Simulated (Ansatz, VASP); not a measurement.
# Al2O3: VASP beside Ansatz

INCAR

```
SYSTEM = Al2O3
PREC = Accurate ; ENCUT = 520
EDIFF = 1E-7 ; ISMEAR = 0
SIGMA = 0.1 ; LREAL = .FALSE.
LASPH = .TRUE. ; NELM = 100
ALGO = Normal ; ISIF = 2
LWAVE = .FALSE. ; LCHARG = .TRUE.
GGA = PE ; LELF = .TRUE.
LVHAR = .TRUE. ; NBANDS = 20
```

File KPOINTS:

```
Automatic mesh
0
G
  8 8 8
  0 0 0
```

POSCAR

```
Al2O3
1.0
   -1.2995750900      1.8503544200      4.0375648700
    1.2995750900     -1.8503544200      4.0375648700
    1.2995750900      1.8503544200     -4.0375648700
Al O
2 3
Direct
    0.6623618800      0.6623618800      0.0000000000
    0.3376381200      0.3376381200      0.0000000000
    0.5000000000      0.0000000000      0.5000000000
    0.1764433500      0.6764433500      0.5000000000
    0.8235566500      0.3235566500      0.5000000000
```

Input for Ansatz:

```yaml
crystal:
  lattice:
    - [-1.29957509, 1.85035442, 4.03756487]
    - [1.29957509, -1.85035442, 4.03756487]
    - [1.29957509, 1.85035442, -4.03756487]
  atoms:
    - { symbol: Al, position: [0.66236188, 0.66236188, 0.0] }
    - { symbol: Al, position: [0.33763812, 0.33763812, 0.0] }
    - { symbol: O, position: [0.5, 0.0, 0.5] }
    - { symbol: O, position: [0.17644335, 0.67644335, 0.5] }
    - { symbol: O, position: [0.82355665, 0.32355665, 0.5] }
basis:
  ecutwfc: 420
kpoints:
  mp_grid: { grid: [8, 8, 8] }
hamiltonian:
  xc: pbe
scf:
  occupations: { method: gaussian, width: 0.1 }
  lower_state_search: "off"
output:
  forces: true
  stress: true
  eigenvalues: true
```

Alike in both runs: task single point; functional PBE; k mesh 8 × 8 × 8; occupations gaussian, width 0.1 eV; no spin polarisation.

|  | VASP | Ansatz |
| --- | --- | --- |
| version | VASP 6.6.1 | Ansatz 0.2.0 |
| potentials or method | VASP PAW PBE potentials, release 64 (Al, O) | scalar-relativistic, plane waves, PAW |
| plane-wave cutoff (eV) | 520 | 420 |
| valence electrons in the cell | 24 | 24 |

|  | VASP | Ansatz | Ansatz less VASP |
| --- | --- | --- | --- |
| gap on the k mesh at the Fermi level (eV) | 7.35 | 7.35 | 0.000 |
| least direct gap on the mesh (eV) | 7.35 | 7.35 | 0.000 |
| rms of the force components (eV/Å) | 0.626 | 0.616 | -0.0105 |

Atom by atom the forces differ by 0.016 eV/Å (rms over components). The functional is the same, so the differences come from potentials, cutoffs and numerics.

Caveats: forces of over 1 eV/Å show positions far from the minimum, so gaps and moduli don't describe the material at rest. A k mesh can miss the band edges. A hybrid or GW would open this gap; PBE tends to underestimate it.
